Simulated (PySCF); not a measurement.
Set up this calculation in PySCF 2.14.0, as a Python script.

- Task: G0W0 quasiparticle levels
- Functional: PBE
- Potentials or basis: DZVP-MOLOPT-HYB/GTH-HYB (UZH) (potentials made for PBE0)
- k mesh: 2 × 2 × 2
- Occupations: fixed
- Spin: no spin polarisation
- Density cutoff: 75 Ha
- Exponents discarded below (exp_to_discard): 0.02 1/bohr^2
- Potentials: Cd GTH-HYB-q12, S GTH-HYB-q6
- conv_tol: 1e-08 Ha
- max_cycle: 60
- Coulomb method: Gaussian density fitting (GDF)
- Grid for exchange and correlation: uniform

The structure of CdS (Hawleyite) lies in CdS.cif:

```cif
data_CdS
_cell_length_a 4.12455385
_cell_length_b 4.12455385
_cell_length_c 4.12455385
_cell_angle_alpha 60.00000000
_cell_angle_beta 60.00000000
_cell_angle_gamma 60.00000000
_space_group_name_H-M_alt 'P1'
_space_group_name_Hall 'P 1'
_space_group_IT_number 1
loop_
_space_group_symop_operation_xyz
'x,y,z'
loop_
_atom_site_label
_atom_site_type_symbol
_atom_site_symmetry_multiplicity
_atom_site_Wyckoff_symbol
_atom_site_fract_x
_atom_site_fract_y
_atom_site_fract_z
_atom_site_occupancy
Cd1 Cd 1 a 0.0000000000 0.0000000000 0.0000000000 1
S1 S 1 a 0.7500000000 0.7500000000 0.7500000000 1
```

One way to write it, as run:

run.py

```python
import json
import numpy as np
from pyscf.pbc import gto, scf, dft, df

cell = gto.Cell()
cell.basis = {'Cd': 'DZVP-MOLOPT-HYB-GTH-q12', 'S': 'DZVP-MOLOPT-HYB-GTH-q6'}
cell.pseudo = {'Cd': 'GTH-HYB-q12', 'S': 'GTH-HYB-q6'}
cell.fromfile('CdS.cif')
cell.ke_cutoff = 75  # hartree
cell.exp_to_discard = 0.02
cell.precision = 1e-08
cell.max_memory = 5040  # MB
cell.verbose = 4
cell.build()

res = {}
kpts = cell.make_kpts([2, 2, 2])
mf = dft.KRKS(cell, kpts, xc='pbe')
mf = mf.density_fit()
mf.with_df._cderi_to_save = 'cderi.h5'
mf.with_df.build(j_only=False)
mf.grids = dft.gen_grid.UniformGrids(cell)
mf.conv_tol = 1e-08
mf.max_cycle = 60

mf.kernel()
res.update(converged=bool(mf.converged), e_tot=mf.e_tot, nelec=cell.nelectron, nao=cell.nao, mesh=list(map(int, cell.mesh)), a=cell.lattice_vectors().tolist(), coords=cell.atom_coords().tolist(),
           mo_energy=[np.real(x).tolist() for x in mf.mo_energy], mo_occ=[np.real(x).tolist() for x in mf.mo_occ])
res.update(kpts=cell.get_scaled_kpts(kpts).tolist())
res['parts'] = {k: float(np.real(v)) for k, v in mf.scf_summary.items() if np.isscalar(v)}
json.dump(res, open('results.json', 'w'))
if not mf.converged:
    raise SystemExit('SCF not converged')

print('levels (eV)')
for i, kp in enumerate(res['kpts'][:40]):
    print('k %7.4f %7.4f %7.4f  ' % tuple(kp), ' '.join('%.3f' % (x * 27.211386) for x in res['mo_energy'][i][:14]))

# Mulliken populations
dm, s = np.asarray(mf.make_rdm1()), np.asarray(mf.get_ovlp())
sites = cell.aoslice_by_atom()[:, 2:]
tot = np.einsum('kij,kji->i', dm, s).real / len(kpts)
res['mulliken'] = [cell.atom_charge(i) - tot[a0:a1].sum() for i, (a0, a1) in enumerate(sites)]
print('Mulliken charges', np.round(res['mulliken'], 5))

from pyscf.pbc.gw.krgw_ac import KRGWAC
gw = KRGWAC(mf)
gw.fc = True
orbs = list(range(6, 12))
gw.kernel(orbs=orbs)
res['orbs'] = orbs
res['qp'] = np.asarray(gw.mo_energy).real.tolist()
res['done'] = True
json.dump(res, open('results.json', 'w'))
```

Potentials or basis: DZVP-MOLOPT-HYB/GTH-HYB (UZH) (potentials made for PBE0).

Launch:

```bash
$ OMP_NUM_THREADS=4 python -u run.py > log
```

It gave:

```yaml
Band_gap_on_the_k_mesh_mean-field_level: 1.12 eV, direct
Mulliken_charges: Cd +0.65; S -0.65 e
Quasiparticle_gap: 1.23 eV
Least_direct_quasiparticle_gap: 1.23 eV
```

Caveat: the k mesh is coarse (spacing up to 0.93 Å⁻¹), so the values aren't converged; mesh and basis are far too small for converged many-body values: gaps can be off by tenths of an eV to over 1 eV, and much correlation energy is missing; Mulliken charges move with the basis; total energy, band gap and charges are those of the mean-field reference; the basis of atomic orbitals isn't converged, which shifts pressures, moduli and gaps.

Wall time 12 min on 4 threads of Intel(R) Xeon(R) Processor @ 2.50GHz (Skylake/Cascade Lake), with other jobs on the host, peak memory 0.94 GiB.
